Before a computed cell is used to plan a strained semiconductor layer or to calculate its band gap, a functional has to be chosen for the relaxation. PBE is one candidate, and in this family it makes the cell too large. The error in length is about a third of the error in volume, so the 5.16 % of InP means a lattice constant about 1.7 % too long. Set beside a substrate with its measured lattice constant, a well-matched layer then looks badly strained on paper.

Zincblende crystals (F-43m), relaxed from their measured cells with the symmetry kept. Ansatz 0.2.0, plane-wave PAW, scalar-relativistic, no spin polarisation, Gaussian smearing; cutoff 420 eV for PBE, 500 eV for r2SCAN. Errors are relative to the measured volume, mostly near room temperature; k mesh and smearing width are those of the PBE runs, distances those of the measured cells.

```csv
formula,element on site A,Z A,element on site B,Z B,difference of Pauling electronegativities,shortest distance (Å),k mesh,smearing width,"error of the volume, PBE (%)","error of the volume, r2SCAN (%)",measured volume per atom (Å³),measured entries of this phase
BP,B,5,P,15,0.15,1.965,10×10×10,0.02 eV,0.68,-0.10,11.68,2
BAs,B,5,As,33,0.14,2.069,10×10×10,0.02 eV,2.01,0.43,13.63,1
GaP,Ga,31,P,15,0.38,2.360,8×8×8,0.02 eV,3.03,0.00,20.24,1
GaAs,Ga,31,As,33,0.37,2.448,12×12×12,0.02 eV,4.94,0.68,22.59,1
GaSb,Ga,31,Sb,51,0.24,2.649,12×12×12,0.1 eV,4.77,0.70,28.62,1
InP,In,49,P,15,0.41,2.538,8×8×8,0.02 eV,5.16,2.38,25.17,4
InSb,In,49,Sb,51,0.27,2.805,12×12×12,0.1 eV,7.43,3.61,33.98,4
```

The sign of the errors already points to the functional. The measured crystals are slightly swollen by thermal and zero-point motion, which the calculation leaves out. An exact functional would therefore give cells a little smaller than the measured ones, with small negative errors. PBE gives positive errors in all seven rows, so they understate how far it pushes the atoms apart.

**BP and BAs.** At the top of the table PBE looks harmless, with an error of only 0.68 % in BP. A run of BP with PBEsol, which has the same mathematical form but weaker gradient terms, shows otherwise. The PBEsol cell is 1.2 % smaller than the measured one, and the PBE cell is 1.9 % larger than the PBEsol cell. The stronger gradient terms thus carry the volume from below the measured value to just above it. The small error of BP is no sign that the push is weak. Zero-point swelling is expected to be largest for these light atoms, so it can hide much of the PBE error and account for much of the shortfall of PBEsol.

The reason lies in what these terms reward. PBE lowers the energy where the density changes quickly relative to its own size. When the crystal is stretched, the atoms overlap less and the density, averaged over the cell, is expected to vary more strongly in this relative sense, so these terms lower the energy further. Which region carries the effect, the space between the atoms or the edge of the ion cores, these runs do not show. The strength of the terms in PBE suits atoms and molecules, but is too great for the smoother valence density of a solid. The crystal behaves as if a spurious pressure acted on it from inside.

**GaP, GaAs and GaSb.** The PBE errors are now 3 to 5 %, and a simple model shows why the same fault does more damage here. Near its best volume V₀ a crystal resists a change ΔV with the energy ½B(ΔV)²/V₀, where B is the bulk modulus, its stiffness against compression. A spurious outward pressure p contributes −pΔV. The sum is lowest at ΔV/V₀ = p/B, so one and the same pressure expands a soft crystal more than a stiff one. A crystal softens as it expands, so at several per cent the formula is rough and overstates the pressure behind a given error.

With rough, recalled values of B, a single pressure fitted to the PBE errors of all seven rows comes out at 3.2 GPa. For GaAs, which was part of the fit, B is about 75 GPa, and 3.2/75 gives an expansion of 4.3 %. The table has 4.94 %. The typical miss over the seven rows is 0.8 percentage points, and BP misses most: the model gives 1.9 %, the table 0.68 %, in the row where the uncorrected zero-point swelling should matter most.

This agreement is not decisive. A straight line in the summed period numbers of the two elements, with two fitted constants, follows the PBE errors more closely; crystals of heavier elements are also softer here, so the two descriptions overlap. Better support comes from comparing PBE with PBEsol, where the measured volumes drop out. The volume difference between the two functionals more than doubles from BP to InP, yet multiplied by B it corresponds to 3.2 GPa in BP, 3.9 GPa in BAs and 3.0 GPa in InP. The push is similar, and the softer crystal yields more. This explains about half of the growth of the PBE error from BP to InP. The other half is already there with PBEsol, whose cell goes from 1.2 % too small in BP to 0.9 % too large in InP. Not all of that half is a fault of the functional: the larger zero-point swelling expected in BP and the reference of InP, discussed below, both add to it.

GaSb seems to break the trend, since its PBE error is slightly below that of GaAs. Here the reference deserves suspicion before the functional does. It rests on a single entry, whose volume is, as far as I recall, roughly 1 % larger than the accepted one. With a reference smaller by that amount, the errors of GaSb would be about 5.8 % for PBE and 1.7 % for r2SCAN, and the PBE errors would rise from GaP through GaAs to GaSb.

In the same stretch r2SCAN shows what it can repair. From BP to GaP the PBE error grows by 2.35 percentage points, that of r2SCAN by only 0.10. Besides the density and its gradient, r2SCAN uses the kinetic energy density of the electrons, which tells a covalent bond from a region of slowly varying density. It can therefore treat gradients in a solid differently from those in an atom, which is the expected reason why most of the spurious pressure disappears in the gallium rows. The error of 0.00 % in GaP is still no proof of exactness, because the measured cell includes the swelling by thermal and zero-point motion.

**InP and InSb.** In the last two rows the repair is incomplete. From GaP to InP the r2SCAN error rises by 2.38 percentage points, about as much as the PBE error, which rises by 2.13. A fault in a measured volume would shift both functionals almost equally, so it cannot produce the contrast with the step from boron to gallium: there the distance between the two functionals widens, here it does not. The size of the rise does depend on the references. That of InP is, as far as I recall, too small by a little less than half a per cent, which inflates both rises by about as much. r2SCAN removes the growth of the error on going from B to Ga and keeps the growth on going from Ga to In.

Softness alone does not account for this second step. The one-pressure model lets the PBE error rise from 3.6 % in GaP to 4.5 % in InP, which is less than half of the rise in the table, and about half of it once the reference of InP is corrected. For PBE this is no clear mark of indium, since the equivalent pressure, the error times B, is about 3.7 GPa in GaAs as well as in InP. With r2SCAN a mark does appear: the equivalent pressure is about 1.7 GPa in both indium compounds and below 1 GPa in all other rows. Correcting the references of InP and GaSb as above weakens the contrast, to about 1.4 GPa in InP against 1.0 GPa in GaSb. It is therefore a hint, not a proof, that something that comes with indium adds to the expansion.

InSb has the largest error in both columns, 7.43 % with PBE and 3.61 % with r2SCAN. PBE also closes its band gap, as it does in GaSb, and r2SCAN leaves only 0.026 eV, which invites the idea that the lost gap weakens the bonds and swells the cell. A run with LDA, which has no gradient terms at all, tests this: it closes the gap too, yet its cell is 1.3 % too small. A closed gap is therefore not enough to produce the expansion, though it may still contribute, while the change from LDA to PBE again moves the volume outwards.

For practical work, r2SCAN is the better choice of the two: it lies closer to the measured volume in every row, though in BP both are close. Its cells of the two indium compounds are still 2 to 4 % too large in volume; for InP the PBEsol run comes closer, with a cell 0.9 % too large. The analysis printed below gives the equivalent pressures row by row. What the table leaves open is the origin of the indium step. Dispersion attraction between the ion cores alone is expected to be far too weak to make it. A candidate that remains is the treatment of the filled 4d shell of indium, by the functional or by the PAW dataset; relaxing GaP and InP again with other datasets or with all electrons would show whether the step belongs to the functional.

Printed output of the fit:

```
fit of error_PBE on 7 rows: coefficient of soft 3.198 +/- 0.22; rms 0.755, worst BP 1.2, leave-one-out rms 0.892
fit of error_PBE on 7 rows: constant -5.635 +/- 1.1, coefficient of periods 1.273 +/- 0.14; rms 0.508, worst GaSb 1.05, leave-one-out rms 0.681
Equivalent pressures and models:
   row  rough bulk modulus GPa  PBE pressure GPa  r2SCAN pressure GPa  PBE volume over r2SCAN volume less one %  PBE error from one pressure %  PBE error from periods %
    BP                     170             1.156                -0.17                                    0.7808                          1.881                    0.7297
   BAs                     150             3.015                0.645                                     1.573                          2.132                     2.003
   GaP                      88             2.666                    0                                      3.03                          3.634                     3.275
  GaAs                      75             3.705                 0.51                                     4.231                          4.264                     4.548
  GaSb                      56             2.671                0.392                                     4.042                          5.711                     5.821
   InP                      71             3.664                 1.69                                     2.715                          4.504                     4.548
  InSb                      47             3.492                1.697                                     3.687                          6.805                     7.094
PBE volume over PBEsol volume less one, BP, %: 1.862
PBE volume over PBEsol volume less one, BAs, %: 2.625
PBE volume over PBEsol volume less one, InP, %: 4.254
equivalent pressure of PBE against PBEsol, BP, GPa: 3.165
equivalent pressure of PBE against PBEsol, BAs, GPa: 3.938
equivalent pressure of PBE against PBEsol, InP, GPa: 3.021
PBEsol error of the volume, BP, %: -1.16
PBEsol error of the volume, BAs, %: -0.5994
PBEsol error of the volume, InP, %: 0.8686
LDA error of the volume, InSb, %: -1.283
rise of PBE error from BP to GaP, points: 2.35
rise of r2SCAN error from BP to GaP, points: 0.1
rise of PBE error from GaP to InP, points: 2.13
rise of r2SCAN error from GaP to InP, points: 2.38
PBE error of GaSb if its reference is 1 % too large, %: 5.818
r2SCAN error of GaSb if its reference is 1 % too large, %: 1.707
```
